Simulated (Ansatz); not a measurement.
**BN: stress in a strained cell**

Aim: deform BN (equal xx and yy strain of -3 %) and compute stress, forces and field gradients with LAPW, PAW and all-electron datasets made for the crystal.

Program: Ansatz 0.2.0. Level of theory: DFT PBEsol, scalar-relativistic. These are calculated values, not measurements.

## 1. The system as given

The structure is hexagonal, space group P6_3/mmc (No. 194). The conventional cell has a = 2.504 Å, b = 2.504 Å, c = 6.661 Å, α = 90.00°, β = 90.00°, γ = 120.00°. B (site symmetry -6m2) is surrounded by 3 N at 1.45 Å. N (site symmetry -6m2) has 3 B at 1.45 Å as nearest neighbours.

Structure file:

```cif
data_structure
_symmetry_space_group_name_H-M 'P6_3/mmc'
_symmetry_Int_Tables_number 194
_cell_length_a 2.5040
_cell_length_b 2.5040
_cell_length_c 6.6612
_cell_angle_alpha 90.000
_cell_angle_beta 90.000
_cell_angle_gamma 120.000
_cell_volume 36.17
loop_
_atom_site_label
_atom_site_type_symbol
_atom_site_symmetry_multiplicity
_atom_site_Wyckoff_symbol
_atom_site_fract_x
_atom_site_fract_y
_atom_site_fract_z
_atom_site_occupancy
B1 B 2 c 0.33333 0.66667 0.25000 1
N1 N 2 d 0.33333 0.66667 0.75000 1
```

The file gives the conventional cell by its symmetry; the runs use the cell typed in the input.

Atoms are numbered in the order of the input: B1, B2, N3, N4.

## 2. After the deformation

Space group P6_3/mmc before, P6_3/mmc after.

## 3. Full-potential LAPW

Input file input.yaml:

```yaml
crystal:
  lattice:
    - [2.4288719532, 0.0, 0.0]
    - [-1.2144359766, 2.103464814, 0.0]
    - [0.0, 0.0, 6.6612]
  atoms:
    - { symbol: B, position: [0.3333333333, 0.6666666667, 0.25] }
    - { symbol: B, position: [0.6666666667, 0.3333333333, 0.75] }
    - { symbol: "N", position: [0.3333333333, 0.6666666667, 0.75] }
    - { symbol: "N", position: [0.6666666667, 0.3333333333, 0.25] }
kpoints:
  mp_grid: { grid: [11, 11, 4] }
  band_path:
    path:
      - [0.0, 0.0, 0.0]
      - [0.5, 0.0, 0.0]
      - [0.3333333333, 0.3333333333, 0.0]
      - [0.0, 0.0, 0.0]
      - [0.0, 0.0, 0.5]
      - [0.5, 0.0, 0.5]
      - [0.3333333333, 0.3333333333, 0.5]
      - [0.0, 0.0, 0.5]
      - [0.5, 0.0, 0.5]
    npoints: 5
scf:
  occupations: { method: fermi_dirac, width: 0.02 }
hamiltonian:
  xc: pbesol
  pseudopotentials: { kind: all_electron, lapw: { basis_error: 0.001 } }
output:
  forces: true
  stress: true
  eigenvalues: true
```

Started as:

```sh
$ ansatz run input.yaml --threads 1 --pin off --max-ram 6144MiB --backend cpu --events-out ev --progress --plain --runs-dir out
```

The program printed (excerpt; [...] marks lines left out):

```text
LAPW: plane waves up to 12.099 Å⁻¹, error target 1.0e-3 eV per atom; small_component_spin mean_spin; B in spheres of 0.665 Å, 5 of its electrons in bands, Dirac shells []; N in spheres of 0.738 Å, 7 of its electrons in bands, Dirac shells []
[...]
Pseudopotentials: kind: all_electron
Pseudopotential: B, LAPW, valence charge 5, Koelling and Harmon's equation, gaussian nucleus
Pseudopotential: N, LAPW, valence charge 7, Koelling and Harmon's equation, gaussian nucleus
Functional definition: PBEsol
[...]
Crystal: 4 atoms, lattice volume = 34.032 Å³
Basis set: ecut = 557.7190573127347 eV, 1021 PW (Γ), exchange–correlation at level 2
Bands: 16, of which v1, the nominal top of the filled ones, is band 12 counted from 1 (11 counted from 0)
Symmetry: 24 space group operations
Space group: P63/mmc (ITA 194), of the structure as read, at distance tolerance 3.2e-5 Å
k-points: 48 of 484
[...]
SCF iter   1: F=—  HF=-4324.369174 eV  |F-HF|=—  |Δ(HF+E_count)|=         —  Δρ=1.70e-1  dr2=9.54e0  ethr=3.97e-2  ⟨swp⟩=2.1  Hψ=5511  notcnv=0
[...]
the basis was enlarged: its passes take 96.7 KiB over the memory plan, 1 of 1 planned eigensolver slots
[...]
SCF iter   7: F=-4320.160358 eV  HF=-4320.160358 eV  |F-HF|=5.09e-10  |Δ(HF+E_count)|=   2.51e-7  Δρ=1.75e-6  dr2=5.98e-10  ethr=1.98e-9  ⟨swp⟩=3.0  Hψ=2093  notcnv=0
[...]
NSCF: frozen V_eff on 41 k-points
SCF converged after 7 iterations
Free energy (F): -4320.160358 eV
[...]
E sigma→0 (E₀):  -4320.160358 eV
Fermi energy:    7.599266 eV
[...]
--- Forces (eV/Å), atoms counted from 1 ---
  atom   1  B      0.00000000     0.00000000     0.00000000
  atom   2  B      0.00000000    -0.00000000     0.00000000
  atom   3  N     -0.00000000     0.00000000     0.00000000
  atom   4  N     -0.00000000    -0.00000000     0.00000000
[...]
--- Stress (GPa, compression-positive) ---
       37.690088      -0.000000       0.000000
       -0.000000      37.690088       0.000000
        0.000000       0.000000       1.005635
  P = ⅓ Tr σ = 25.4619 GPa (254.619 kbar)
--- Band table (eV; the first three rows and the last of 48) ---
  k-point 0: bands = ["-367.0825", "-367.0825", "-164.6434", "-164.6434", "-12.9287", "-12.6415", "-1.3668", "0.7120", "4.1813", "4.1813", "4.2120", "4.2120", "10.3703", "15.7546", "17.6693", "17.6693"]
[...]
```

Run time: 14 s. Hardware: 1 thread of Intel Xeon Platinum 8488C (Sapphire Rapids), shared host; peak memory 0.42 GiB.

Result: pressure 25.46 GPa; gap 4.29 eV, indirect from M–K to M.

## 4. PAW on the default files

Input file input.yaml:

```yaml
crystal:
  lattice:
    - [2.4288719532, 0.0, 0.0]
    - [-1.2144359766, 2.103464814, 0.0]
    - [0.0, 0.0, 6.6612]
  atoms:
    - { symbol: B, position: [0.3333333333, 0.6666666667, 0.25] }
    - { symbol: B, position: [0.6666666667, 0.3333333333, 0.75] }
    - { symbol: "N", position: [0.3333333333, 0.6666666667, 0.75] }
    - { symbol: "N", position: [0.6666666667, 0.3333333333, 0.25] }
kpoints:
  mp_grid: { grid: [11, 11, 4] }
scf:
  occupations: { method: fermi_dirac, width: 0.02 }
hamiltonian:
  xc: pbesol
  pseudopotentials: { kind: paw }
output:
  forces: true
  stress: true
  eigenvalues: true
  efg: { contact_densities: true }
```

Started as:

```sh
$ ansatz run input.yaml --threads 1 --pin off --max-ram 6144MiB --backend cpu --events-out ev --progress --plain --runs-dir out
```

The program printed (excerpt; [...] marks lines left out):

```text
[...]
Pseudopotentials: kind: paw
Pseudopotential: B, paw, valence charge 3, recommended cutoff 420 eV (normal)
Pseudopotential: N, paw, valence charge 5, recommended cutoff 420 eV (normal)
Functional definition: PBEsol
[...]
Crystal: 4 atoms, lattice volume = 34.032 Å³
Basis set: ecut = 420 eV, 641 PW (Γ), exchange–correlation on 36×36×90 points (8 copies of the dense FFT grid, shifted against one another)
Bands: 12, of which v1, the nominal top of the filled ones, is band 8 counted from 1 (7 counted from 0)
Symmetry: 24 space group operations
Space group: P63/mmc (ITA 194), of the structure as read, at distance tolerance 3.2e-5 Å
k-points: 48 of 484
[...]
SCF iter   1: F=—  HF=-1067.320803 eV  |F-HF|=—  |Δ(HF+E_count)|=         —  Δρ=8.45e-3  dr2=2.33e-2  ethr=1.77e-3  ⟨swp⟩=6.2  Hψ=3648  notcnv=0
[...]
       -0.000000      37.730727       0.000000
        0.000000       0.000000       0.980880
  P = ⅓ Tr σ = 25.4808 GPa (254.808 kbar)
--- PAW observables at the nuclei: V_zz in 10²¹ V/m², potentials from the cell's mean, atoms counted from 1 ---
  atom   1  B  V_zz =    +2.961212   η = 0.0000   by run symmetry: allowed
            electrostatic potential = -323.464651 V   contact ρ = 482.467357 e/Å³
  atom   2  B  V_zz =    +2.961212   η = 0.0000   by run symmetry: allowed
            electrostatic potential = -323.464651 V   contact ρ = 482.467357 e/Å³
  atom   3  N  V_zz =    +0.807339   η = 0.0000   by run symmetry: allowed
            electrostatic potential = -512.787682 V   contact ρ = 1401.167109 e/Å³
  atom   4  N  V_zz =    +0.807339   η = 0.0000   by run symmetry: allowed
            electrostatic potential = -512.787682 V   contact ρ = 1401.167109 e/Å³
--- Band table (eV; the first three rows and the last of 48) ---
  k-point 0: bands = ["-13.1228", "-12.8355", "-1.5637", "0.5149", "3.9905", "3.9905", "4.0211", "4.0211", "10.1721", "15.5563", "17.4909", "17.4909"]
[...]
```

Run time: 1.5 s. Hardware: 1 thread of Intel Xeon Platinum 8488C (Sapphire Rapids), shared host; peak memory 0.36 GiB.

Result: pressure 25.48 GPa; gap on the k mesh 4.40 eV; Vzz B1 2.96 (η = 0.00), N3 0.81 (η = 0.00) (10²¹ V/m²).

## 5. Datasets made for this crystal

Edit input.yaml of step 4 so:

```diff
@@ -16,3 +16,3 @@
   xc: pbesol
-  pseudopotentials: { kind: paw }
+  pseudopotentials: { kind: all_electron, datasets: crystal }
 output:
```

Started as:

```sh
$ ansatz run input.yaml --threads 1 --pin off --max-ram 6144MiB --backend cpu --events-out ev --progress --plain --runs-dir out
```

The program printed (excerpt; [...] marks lines left out):

```text
[...]
Pseudopotentials: kind: all_electron
Pseudopotential: B, paw, valence charge 5, recommended cutoff 620 eV (normal), Koelling and Harmon's equation, gaussian nucleus
Pseudopotential: N, paw, valence charge 5, recommended cutoff 620 eV (normal), Koelling and Harmon's equation, gaussian nucleus
Functional definition: PBEsol
[...]
Crystal: 4 atoms, lattice volume = 34.032 Å³
Basis set: ecut = 620 eV, 1167 PW (Γ), exchange–correlation on 48×48×128 points (8 copies of the dense FFT grid, shifted against one another)
Bands: 12, of which v1, the nominal top of the filled ones, is band 8 counted from 1 (7 counted from 0)
Symmetry: 24 space group operations
Space group: P63/mmc (ITA 194), of the structure as read, at distance tolerance 3.2e-5 Å
k-points: 48 of 484
[...]
        0.000000       0.000000       1.009055
  P = ⅓ Tr σ = 25.4614 GPa (254.614 kbar)
  It holds what live shells' own plane waves past their cutoff add
--- PAW observables at the nuclei: V_zz in 10²¹ V/m², potentials from the cell's mean, atoms counted from 1 ---
  atom   1  B  V_zz =    +3.011763   η = 0.0000   by run symmetry: allowed
            electrostatic potential = -322.586061 V   contact ρ = 482.493186 e/Å³
  atom   2  B  V_zz =    +3.011763   η = 0.0000   by run symmetry: allowed
            electrostatic potential = -322.586061 V   contact ρ = 482.493186 e/Å³
  atom   3  N  V_zz =    +0.957550   η = 0.0000   by run symmetry: allowed
            electrostatic potential = -511.915597 V   contact ρ = 1401.413911 e/Å³
  atom   4  N  V_zz =    +0.957550   η = 0.0000   by run symmetry: allowed
            electrostatic potential = -511.915597 V   contact ρ = 1401.413911 e/Å³
--- Band table (eV; the first three rows and the last of 48) ---
  k-point 0: bands = ["-12.9288", "-12.6415", "-1.3669", "0.7119", "4.1811", "4.1811", "4.2118", "4.2118", "10.3703", "15.7546"]
[...]
```

It took 6 s on 1 thread of Intel Xeon Platinum 8488C (Sapphire Rapids), shared host; peak memory 0.56 GiB.

In short: pressure 25.46 GPa; gap on the k mesh 4.39 eV; Vzz B1 3.01 (η = 0.00), N3 0.96 (η = 0.00) (10²¹ V/m²).

## 6. Side by side

Stress (GPa, compression positive):

```csv
method,xx,yy,zz,yz,xz,xy
LAPW,37.69,37.69,1.01,0.00,0.00,0.00
PAW,37.73,37.73,0.98,0.00,0.00,0.00
crystal datasets,37.69,37.69,1.01,0.00,0.00,0.00
```

```
          method  pressure (GPa)  gap on the k mesh (eV)  Vzz B1 (10²¹ V/m²)  Vzz N3 (10²¹ V/m²)  SCF cycles, all passes
            LAPW           25.46                    4.39                   –                   –                       7
             PAW           25.48                    4.40                2.96                0.81                       6
crystal datasets           25.46                    4.39                3.01                0.96                       7
```

## 7. Outcome

| quantity | value |
| --- | --- |
| pressure | LAPW 25.46, PAW 25.48, crystal datasets 25.46 GPa |
| largest shear or deviatoric stress (LAPW) | 24.46 GPa |

**Reading.** The largest part of the stress beyond the pressure is 24.46 GPa in size, in the zz component; the atoms are carried along and not relaxed. No run of the undeformed cell stands beside it, so the pressure holds what the given cell had before the change. PAW: stress within 0.04 GPa of LAPW. Crystal datasets: stress within 0.01 GPa of LAPW.
